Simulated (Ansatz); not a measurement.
Crystal: Cu.

```xyz
1
Lattice="-1.4428 1.4428 1.3761 1.4428 -1.4428 1.3761 1.4428 1.4428 -1.3761" Properties=species:S:1:pos:R:3 pbc="T T T"
Cu    0.0000    0.0000    0.0000
```

This isn't the form of Cu at room conditions, which is fcc.

Program: Ansatz 0.2.0. Alike in all runs: no spin polarisation; cell as given.

Q: Order these runs on this cell by their pressure, lowest first.
A. level revPBE+U; potentials or basis JTH PAW; U Cu d U = 3.5 eV; k mesh 13 × 13 × 13; cutoff (eV) 1350; smearing methfessel-paxton 0.1 eV; hubbard projectors ortho-atomic (the default); double counting fll (the default); mesh quality not flagged
B. level exchange-only PBE; potentials or basis Ansatz PAW earlier set; k mesh 13 × 13 × 13; cutoff (eV) 700; smearing tetrahedron; mesh quality not flagged
C. level r2SCAN0; potentials or basis Ansatz PAW; k mesh 8 × 8 × 8; cutoff (eV) 500; smearing fermi-dirac 0.15 eV; mesh quality coarse

A: C (3.0 GPa), A (12.5 GPa), B (30.1 GPa).

Caveats: some runs use coarse meshes; the PAW data sets come from PBE, with cores solved anew for the run's functional, which leaves a small shift of forces and pressure (some runs); U without spin polarisation on a metal has little footing (some runs); the U is typed as a test and isn't derived for this compound (some runs); the thresholds are loose for stress (some runs); a pressure of tens of GPa on the cell as given is suspect, and the run, the potentials or the cell itself is likely at fault (some runs); with tetrahedron occupations forces and stress needn't match the slope of the energy (some runs).

Runs at the PBE level aren't shown here.
